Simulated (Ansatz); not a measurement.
Recipe of this trial structure of Be: one element on all sites of the C type (P6_3/mmc, No. 194). Its size is a rough estimate.

```
CELL_PARAMETERS angstrom
2.11576 0.00000 0.00000
-1.05788 1.83230 0.00000
0.00000 0.00000 25.40362
ATOMIC_POSITIONS crystal
Be 0.66667 0.33333 0.63279
Be 0.66667 0.33333 0.13279
Be 0.66667 0.33333 0.36721
Be 0.66667 0.33333 0.86721
Be 0.00000 0.00000 0.25000
Be 0.33333 0.66667 0.86721
Be 0.00000 0.00000 0.75000
Be 0.66667 0.33333 0.25000
Be 0.33333 0.66667 0.36721
Be 0.33333 0.66667 0.75000
Be 0.33333 0.66667 0.13279
Be 0.33333 0.66667 0.63279
```

Level of theory: DFT PBE, scalar-relativistic, plane waves, PAW in Ansatz. Cutoff 420 eV, Gaussian smearing, Γ-centred meshes. Cell and atoms relax first on a coarse mesh and then on a finer one. In between, the cell is made exact in the group found at 0.06 Å. In metals the finer mesh still leaves noise of several meV/atom or more. The steps can't lower the symmetry of their start. No spin polarisation.

A guess keeps its type if space group and coordination stay and the shape of the cell changes little (axis ratios within about 15 %, angles within 6°); the volume may change.

Task: Does it keep its structure type, or change into something else?

Result: It doesn't keep its type. The symmetry stays P6_3/mmc (No. 194). The volume per atom grows by 11.5 %, from 8.2 to 9.1 Å³. The shortest distance goes from 1.22 Å (Be–Be) to 2.00 Å (Be–Be). The ratio c/a of the conventional cell changes by a factor of 0.26. Counting neighbours within 15 % of an atom's shortest distance, the start has Be 3 and the end Be 8/9/11. In detail, at the end Be on a site of symmetry 3m has 1 Be at 2.06 Å and 10 Be at 2.19–2.26 Å; around Be on a second site of symmetry 3m lie 8 Be at 2.09–2.29 Å; Be on a site of symmetry -6m2 has 3 Be at 2.00 Å and 6 Be at 2.24 Å; 1 more site not described.

```cif
data_structure
_symmetry_space_group_name_H-M 'P6_3/mmc'
_symmetry_Int_Tables_number 194
_cell_length_a 3.4563
_cell_length_b 3.4563
_cell_length_c 10.6122
_cell_angle_alpha 90.000
_cell_angle_beta 90.000
_cell_angle_gamma 120.000
_cell_volume 109.79
loop_
_atom_site_label
_atom_site_type_symbol
_atom_site_symmetry_multiplicity
_atom_site_Wyckoff_symbol
_atom_site_fract_x
_atom_site_fract_y
_atom_site_fract_z
_atom_site_occupancy
Be1 Be 4 f 0.66667 0.33333 0.65314 1
Be2 Be 4 f 0.66667 0.33333 0.05308 1
Be3 Be 2 b 0.00000 0.00000 0.25000 1
Be4 Be 2 d 0.66667 0.33333 0.25000 1
```

The last run used a 12×12×4 mesh (in the run's order of axes) for its 12-atom cell and Gaussian smearing of 0.10 eV. Symmetry constrained the relaxation, so the result can be a saddle point.

In counts of neighbours, a slash parts the counts of unlike sites.
